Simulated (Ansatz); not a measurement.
## Bands of C

```
C
1.0
     0.00000    1.78578    1.78578
     1.78578    0.00000    1.78578
     1.78578    1.78578    0.00000
C
2
Cartesian
  0.0000 0.0000 0.0000
  0.8929 0.8929 0.8929
```

Atoms are numbered in the order listed.

The cell was built from the diamond type and relaxed in the same program, and has space group Fd-3m; it needn't be a known or the stable phase.

Computed with Ansatz 0.2.0, DFT, PBE, all-electron LAPW, scalar-relativistic.

Sampling and basis: a Γ-centred 13×13×13 k mesh, Fermi–Dirac smearing of 0.05 eV, basis error target 0.5 meV/atom, no spin polarisation.

Points in fractions of the reciprocal vectors of this cell: Γ (0, 0, 0), X (0.5, 0, 0.5), U (0.625, 0.25, 0.625), K (0.375, 0.375, 0.75), L (0.5, 0.5, 0.5), W (0.5, 0.25, 0.75). The path joins them by straight lines in the order Γ–X–U–K–Γ–L–W–X; legs that retrace an earlier one aren't tabulated. Energies are in eV from the top of the valence band.

Q: List the levels at X between -8 and 5.5 eV.

A: -6.27 (×2), 4.76 (×2).

Q: List the levels at U between -8 and 5.5 eV.

A: -5.34.

Q: List the levels at L between -8 and 5.5 eV.

A: -2.79 (×2).

Q: What is the band gap?

A: 4.13 eV, indirect from Γ to the line Γ–X (0.5, 0, 0.5).
